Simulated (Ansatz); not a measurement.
**W under changes of volume**

One of the cells (16.731 Å³/atom); the others are scaled copies at fixed shape and fractional positions:

```
W
1.0
     0.00000    2.03000    2.03000
     2.03000    0.00000    2.03000
     2.03000    2.03000    0.00000
W
1
Cartesian
  0.0000 0.0000 0.0000
```

This isn't the form of W at room conditions, which is bcc.

```yaml
Program: Ansatz 0.2.0
Functional: PBE0
Potentials_or_basis: Ansatz PAW
Cutoff: "420 eV (not typed: the program's choice for these potentials)"
k_mesh: 6 × 6 × 6
Occupations: fermi-dirac, width 0.05 eV
Spin: no spin polarisation
```

```tsv
volume (Å³/atom)	energy over the lowest point (meV/atom)	pressure (GPa)
15.727	16.28	11.3
16.062	0.66	3.8
16.396	0.00	-3.0
16.731	?	?
17.065	37.32	-14.4
17.400	72.46	-19.1
17.735	116.82	-23.4
```

Task: What does the run at 16.731 Å³/atom give?

Result: Energy over the lowest point 12.64 meV/atom; pressure -9.0 GPa.

Worked out: A Birch-Murnaghan fit of order 3 (a polynomial in V^(-2/3)) to the other rows has its minimum at 16.24 Å³/atom with B0 = V·E''(V) = 328 GPa and B' = 4.9. It gives 12.80 meV/atom at 16.731 Å³/atom, against the run's 12.64, and -dE/dV = -9.1 GPa, against -9.0.

Energies are extrapolated to zero smearing.

Caveats: all runs use coarse meshes; the PAW data sets come from PBE, with cores solved anew for the run's functional, which leaves a small shift of forces and pressure; the thresholds are loose for stress.
